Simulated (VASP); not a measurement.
Crystal: SrO.

```
Sr O
1.0
     0.00000    2.56630    2.56630
     2.56630    0.00000    2.56630
     2.56630    2.56630    0.00000
Sr O
1 1
Direct
  0.50000 0.50000 0.50000
  0.00000 0.00000 0.00000
```

Base run:

```yaml
Program: VASP 6.6.1
Functional: revPBE
Potentials_or_basis: VASP PAW PBE potentials, release 64 (Sr_sv, O)
Cutoff: 520 eV
k_mesh: 9 × 9 × 9
Occupations: fermi-dirac, width 0.05 eV
Spin: no spin polarisation
```

Its results: band gap on the k mesh 3.41 eV, indirect (least direct gap 3.50 eV); pressure 6.2 GPa.

Q: After a change of settings the same cell gave: band gap on the k mesh 3.78 eV, indirect (least direct gap 3.87 eV); pressure 1.6 GPa. Which change was it?
A. functional from revPBE to RPBE
B. functional from revPBE to AM05
C. functional from revPBE to SCAN
D. functional from revPBE to BLYP

A: C.

SCAN gives the wider gap, since meta-GGAs in the generalised Kohn-Sham scheme recover part of the derivative discontinuity.

Caveats: the PAW data sets were made with another functional, which shifts forces and pressure a little.

Runs at the PBE level aren't shown here.
